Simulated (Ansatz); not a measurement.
# ZnS: the gap under strain

ZnS, P6_3mc, a = 3.844 Å, c = 6.305 Å. The compound has several low-lying forms, and this is one of them. Ansatz: PBE, PAW, 420 eV, Γ-centred 12×12×4 mesh on 4 atoms, Gaussian smearing 0.02 eV; no spin polarisation. Series: strain along c alone, the other axes held, atoms relaxed; x is the strain in per cent. The gap is sought over the whole zone.

```
x (%) gap y (eV)
 -3.0           ?
 -2.0       2.206
 -1.0       2.151
  0.0       2.081
  1.0       2.010
  2.0       1.937
  3.0       1.864
```

Question: Fit y = E0 + c1 x + c2 x² to the other rows, give the deformation potential for this strain, and predict the missing gap.

Answer: Least squares on the rows shown. y = 2.0810 − 0.067407 x − 0.0018214 x². The deformation potential is 100 c1 = -6.74 eV per unit strain. With a term in x³ added, the coefficient of x becomes -0.07027, 4 % more, which shows how far this figure hangs on the form. At x = -3.0 the fit asked for gives 2.267 eV. The run gave 2.229 eV, so the fit is 0.038 eV too high, 10 % of the span of the series, against an rms of 0.003 eV on the fitted rows. The row lies outside the fitted range. With a term in x³ added, a fit to the same known rows predicts 2.250 eV, which recovers part of the miss; the known rows don't hold the rest. The records add, with no proof that it causes the miss: the valence top alone leaves its trend there, by 0.04 eV and at the same point of the zone, as when another band takes over that edge.

Semilocal functionals give gaps under the measured ones; changes of the gap mostly carry over better.